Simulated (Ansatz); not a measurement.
# Ga2O3 (C2/m) in Ansatz: notebook

The runs below take Ga2O3 through relaxation of cell and atoms, with PBE, RPBE, r2SCAN+rVV10.

Everything below comes from runs of Ansatz 0.2.0. Logs are shortened: lines on timing, memory, paths and dates and some standing lists are left out, and cuts for length are marked.

## (1) The crystal as given

Symmetry: C2/m, No. 12, monoclinic system. The conventional cell has a = 12.214 Å, b = 3.037 Å, c = 5.798 Å, α = 90.00°, β = 103.83°, γ = 90.00°. Ga (site symmetry m) has 6 O at 1.94 to 2.07 Å as nearest neighbours. Ga (site symmetry m) is surrounded by 4 O at 1.83 to 1.86 Å. O (site symmetry m) is surrounded by 3 Ga at 1.83 to 1.94 Å. O (site symmetry m) is surrounded by 4 Ga at 1.86 to 2.07 Å. Around O (site symmetry m) lie 3 Ga at 1.83 to 1.94 Å.

## (2) Relaxation of cell and atoms, PBE

input.yaml

```yaml
crystal:
  lattice:
    - [6.107, -1.51855, 0.0]
    - [6.107, 1.51855, 0.0]
    - [-1.3859888959, 0.0, 5.630008738]
  atoms:
    - { symbol: Ga, position: [0.34134, 0.34134, 0.68598] }
    - { symbol: Ga, position: [0.65866, 0.65866, 0.31402] }
    - { symbol: Ga, position: [0.9095, 0.9095, 0.2054] }
    - { symbol: Ga, position: [0.0905, 0.0905, 0.7946] }
    - { symbol: O, position: [0.5041, 0.5041, 0.7434] }
    - { symbol: O, position: [0.4959, 0.4959, 0.2566] }
    - { symbol: O, position: [0.8267, 0.8267, 0.4368] }
    - { symbol: O, position: [0.1733, 0.1733, 0.5632] }
    - { symbol: O, position: [0.8355, 0.8355, 0.8902] }
    - { symbol: O, position: [0.1645, 0.1645, 0.1098] }
hamiltonian:
  xc: pbe
  pseudopotentials: { kind: paw }
kpoints:
  mp_grid: { grid: [9, 9, 5] }
scf:
  occupations: { method: fermi_dirac, width: 0.05 }
output:
  forces: true
  stress: true
  eigenvalues: true
relax:
  f_tol: 0.01
  max_steps: 40
  cell: { stress_tol: 0.05 }
```

Potentials or basis: Ansatz PAW.

Command:

```sh
$ ansatz run input.yaml --threads 4 --pin off --max-ram 11264MiB --backend cpu --events-out ev --progress --plain --runs-dir out
```

The log of the run:

```text
Warning: RAYON_NUM_THREADS=4 ignored (pool sized by the plan → 4); use --threads N
basis.fft_grid_basis auto: the FFT boxes are laid along the combinations [[1, -1, 0], [0, 1, 0], [0, 0, 1]] of the cell's own vectors, 3.037, 6.293 and 5.798 Å long. The dense box has 24×45×40 points. Along the cell's own vectors, as sized, it would have 45×45×40, 1.88 times as many. Of the 4 symmetry operations that the crystal satisfies within crystal.symmetry.tolerance (time reversal apart; of a slab, those that keep its plane) the dense box along the cell's own vectors carries 4, and the one as laid loses 2 of those. basis.fft_grid_basis: typed keeps the cell's own vectors: state it where this run's energies or levels are differenced outside the engine with another run's, or held beside a run that keeps those vectors.
Engine: ansatz 0.2.0, aarch64-unknown-linux-gnu
Pseudopotentials: kind: paw
Pseudopotential: Ga, paw, valence charge 13, recommended cutoff 420 eV (normal), Ga.paw.azcp
Pseudopotential: O, paw, valence charge 6, recommended cutoff 420 eV (normal), O.paw.azcp
Functional definition: PBE
  parameter kappa = 0.804
  parameter beta = 0.06672455060314922
  exchange = pbe_x(kappa = kappa, mu = beta*pi^2/3)
  correlation = pbe_c(beta = beta)
Crystal: 10 atoms, lattice volume = 104.423 Å³
Basis set: ecut = 420 eV, 2037 PW (Γ), FFT grids on a1−a2, a2, a3, exchange–correlation on 48×90×80 points (8 copies of the dense FFT grid, shifted against one another)
Bands: 54, of which v1, the nominal top of the filled ones, is band 44 counted from 1 (43 counted from 0)
Symmetry: 4 space group operations
Space group: C2/m (ITA 12), of the structure as read, at distance tolerance 4.7e-5 Å
k-points: 115 of 405
Non-local potential: Ga, projectors of the file, l = 0: 2, l = 1: 2, l = 2: 3, l = 3: 1
Non-local potential: O, projectors of the file, l = 0: 2, l = 1: 2, l = 2: 1
PAW form: soft (Blöchl's): semilocal exchange-correlation on the pseudo side does not see the compensation charge
PAW one-centre angular grid: Ga, 590 points (default); XC on 64 Gauss nodes
PAW one-centre angular grid: O, 110 points (default); XC on 64 Gauss nodes
Initial density: superposition of atomic densities (neutral atoms: chi_scale 0, normalization atom), corrected by the library's trained network
Initial wavefunctions: pseudopotential atomic-orbital guess
Functional: x = pbe(κ = 0.804, μ = 0.2195149727645171), c = pbe(β = 0.06672455060314922)
[... 128 lines left out ...]
  atom   1  Ga     0.00067994    -0.00000000    -0.00093023
  atom   2  Ga    -0.00067994     0.00000000     0.00093023
  atom   3  Ga     0.00203863    -0.00000000     0.00111719
  atom   4  Ga    -0.00203863     0.00000000    -0.00111719
  atom   5  O     -0.00056905    -0.00000000    -0.00076232
  atom   6  O      0.00056905     0.00000000     0.00076232
  atom   7  O     -0.00030025    -0.00000000     0.00043310
  atom   8  O      0.00030025     0.00000000    -0.00043310
  atom   9  O      0.00055233     0.00000000    -0.00217686
  atom  10  O     -0.00055233    -0.00000000     0.00217686
  max |Σ_I F_I| component: 2.17e-19 eV/Å
--- Stress (GPa, compression-positive) ---
        0.043653       0.000000       0.000075
        0.000000       0.008675       0.000000
        0.000075       0.000000       0.041989
  P = ⅓ Tr σ = 0.0314 GPa (0.314 kbar)
--- Band table (eV; the first three rows and the last of 115) ---
  k-point 0: bands = ["-11.0481", "-10.0000", "-9.9711", "-9.8680", "-9.4241", "-9.4224", "-5.4211", "-5.3924", "-5.3878", "-5.3303", "-5.2406", "-5.2402", "-5.2249", "-5.2244", "-5.1652", "-5.0593", "-5.0471", "-5.0437", "-5.0258", "-5.0113", "-5.0047", "-4.9673", "-4.9562", "-4.8405", "-4.7127", "-4.6432", "0.7477", "1.7826", "2.8655", "3.5634", "4.1823", "4.9781", "5.1105", "5.4244", "5.6436", "5.6997", "5.9671", "6.0158", "6.5858", "6.8632", "6.9045", "7.0946", "7.2750", "7.5399", "9.5733", "12.9375", "13.8542", "14.0274", "15.1177", "15.9755", "16.5601", "16.7776", "18.5497", "19.5822"]
  k-point 1: bands = ["-10.9819", "-10.1208", "-9.9831", "-9.8071", "-9.4748", "-9.3884", "-5.4113", "-5.3937", "-5.3887", "-5.3291", "-5.2911", "-5.2397", "-5.2316", "-5.2124", "-5.1629", "-5.0617", "-5.0588", "-5.0546", "-5.0439", "-5.0160", "-5.0034", "-4.9549", "-4.9535", "-4.8151", "-4.7831", "-4.5240", "0.9143", "1.9768", "2.6810", "3.5826", "4.2588", "4.9855", "5.2507", "5.3170", "5.5891", "5.6102", "5.8445", "5.9789", "6.4182", "6.8358", "6.9151", "6.9426", "7.1951", "7.3067", "10.2464", "13.0941", "13.6548", "14.1497", "14.9447", "15.9971", "16.4483", "16.9992", "18.8690", "19.5601"]
  k-point 2: bands = ["-10.8276", "-10.3362", "-9.9945", "-9.7335", "-9.5074", "-9.3927", "-5.3951", "-5.3908", "-5.3891", "-5.3515", "-5.3199", "-5.2873", "-5.2151", "-5.1885", "-5.1651", "-5.0793", "-5.0766", "-5.0687", "-5.0478", "-5.0259", "-5.0018", "-4.9534", "-4.9253", "-4.8400", "-4.7806", "-4.4159", "1.3723", "2.0191", "2.6141", "3.4831", "4.3990", "4.9246", "5.0774", "5.3962", "5.5406", "5.6252", "5.7124", "6.0251", "6.1284", "6.2857", "6.9294", "6.9954", "7.0171", "7.2706", "11.4230", "12.5675", "13.7792", "14.3369", "15.0163", "15.3570", "17.0304", "17.1720", "18.9565", "18.9929"]
  k-point 114: bands = ["-10.6042", "-10.2854", "-10.0897", "-9.7636", "-9.5572", "-9.3481", "-5.4122", "-5.3880", "-5.3563", "-5.3505", "-5.2989", "-5.2923", "-5.2149", "-5.1975", "-5.1768", "-5.1471", "-5.1032", "-5.1003", "-5.0515", "-5.0377", "-5.0034", "-4.9712", "-4.9574", "-4.8670", "-4.4283", "-4.2597", "1.7963", "2.1944", "2.6341", "3.0998", "4.0121", "4.2773", "4.6998", "4.8632", "5.0778", "5.2670", "5.6647", "6.0921", "6.4822", "6.5207", "6.7921", "6.9951", "7.0228", "7.5545", "12.4764", "12.9888", "13.4589", "14.0499", "14.7499", "15.5749", "17.2302", "17.5278", "18.7898", "19.0743"]
--- Relaxed structure (7 steps of the walk, 7 accepted, 2 SCFs on fresh bases) ---
  F+E_penalty+E_count = -18540.11905218 eV   max|allowed force component| = 2.177e-3 eV/Å   (the final SCF, on the basis selected at the relaxed cell)
  cell:  # Å, volume = 109.6250 Å³
    - [6.226064872194692, -1.5417888818933707, 0.011168551430318596]
    - [6.226064872194692, 1.5417888818933707, 0.011168551430318582]
    - [-1.402714546564827, -2.5826670087279054e-17, 5.707550725854193]
  atoms:
    - { symbol: Ga, position: [0.34149312300902335, 0.34149312300902335, 0.6858857542625018] }
    - { symbol: Ga, position: [0.6585068769909765, 0.6585068769909765, 0.31411424573749797] }
    - { symbol: Ga, position: [0.9100615909903992, 0.9100615909903992, 0.20528481194094858] }
    - { symbol: Ga, position: [0.08993840900960048, 0.08993840900960047, 0.7947151880590513] }
    - { symbol: O, position: [0.503987153763856, 0.503987153763856, 0.7433576996772923] }
    - { symbol: O, position: [0.4960128462361437, 0.4960128462361437, 0.2566423003227075] }
    - { symbol: O, position: [0.826309148615927, 0.826309148615927, 0.435695790292915] }
    - { symbol: O, position: [0.1736908513840728, 0.1736908513840728, 0.564304209707085] }
    - { symbol: O, position: [0.8364551474564096, 0.8364551474564096, 0.8908256323153259] }
    - { symbol: O, position: [0.1635448525435901, 0.1635448525435901, 0.10917436768467402] }
```

Wall time 94 s (4 threads of Arm Neoverse V1, shared host); peak memory 0.81 GiB.

Results:

| Property | Result |
| --- | --- |
| Free energy | -18540.1191 eV |
| Relaxed volume | 10.96 Å³/atom |
| Relaxed cell | a = 6.414 Å, b = 6.414 Å, c = 5.877 Å, α = 103.30°, β = 103.30°, γ = 27.82° |
| Space group after relaxing (to 0.05 Å) | C2/m (No. 12) |
| Energy gained by relaxing | 14.6 meV/atom |
| Ionic steps | 9 |
| Pressure after relaxing | 0.0 GPa |
| Band gap on the k mesh | 2.02 eV, indirect (least direct gap 2.03 eV) |

Forces in eV/Å, atoms in the order of the input:
```
Ga   0.001  0.000 -0.001
Ga  -0.001  0.000  0.001
Ga   0.002  0.000  0.001
Ga  -0.002  0.000 -0.001
O   -0.001  0.000 -0.001
O    0.001  0.000  0.001
O    0.000  0.000  0.000
O    0.000  0.000  0.000
O    0.001  0.000 -0.002
O   -0.001  0.000  0.002
```

Step by step:
| step | energy change (eV) | largest force (eV/Å) | volume (Å³) |
| --- | --- | --- | --- |
| 1 | 0.0000 | 0.2189 | 104.42 |
| 2 | -0.1015 | 0.1307 | 107.40 |
| 3 | -0.1165 | 0.0267 | 109.26 |
| 4 | -0.1163 | 0.0124 | 109.38 |
| 5 | -0.1165 | 0.0170 | 109.35 |
| 6 | -0.1165 | 0.0022 | 109.35 |
| 7 | -0.1460 | 0.0039 | 109.35 |
| 8 | -0.1452 | 0.0022 | 109.63 |
| 9 | -0.1464 | 0.0023 | 109.63 |

Final structure:
```xyz
10
Lattice="6.2261 -1.5418 0.0112 6.2261 1.5418 0.0112 -1.4027 0.0000 5.7076" Properties=species:S:1:pos:R:3 pbc="T T T"
Ga    3.2902    0.0000    3.9224
Ga    7.7592    0.0000    1.8075
Ga   11.0442    0.0000    1.1920
Ga    0.0052    0.0000    4.5379
O     5.2330    0.0000    4.2540
O     5.8164    0.0000    1.4759
O     9.6782    0.0000    2.5052
O     1.3713    0.0000    3.2247
O     9.1661    0.0000    5.1031
O     1.8833    0.0000    0.6268
```

Levels at points of the mesh, in eV from the valence-band top:
```tsv
k point	band 42	band 43	band 44	band 45	band 46	band 47
(0.00, 0.00, 0.00)	-0.46	-0.28	-0.01	2.02	5.38	6.30
```

Caveat: odd divisions of the mesh miss points on the zone boundary, where band edges often lie, so the gap on the mesh can be too wide; the plane-wave basis is chosen anew once the cell has moved, so the energies of steps on either side of that aren't comparable; the pressure holds a Pulay correction of +0.7 GPa for the finite cutoff. Zero-point motion and thermal expansion aren't in these numbers.

[end of part 1 of 2]
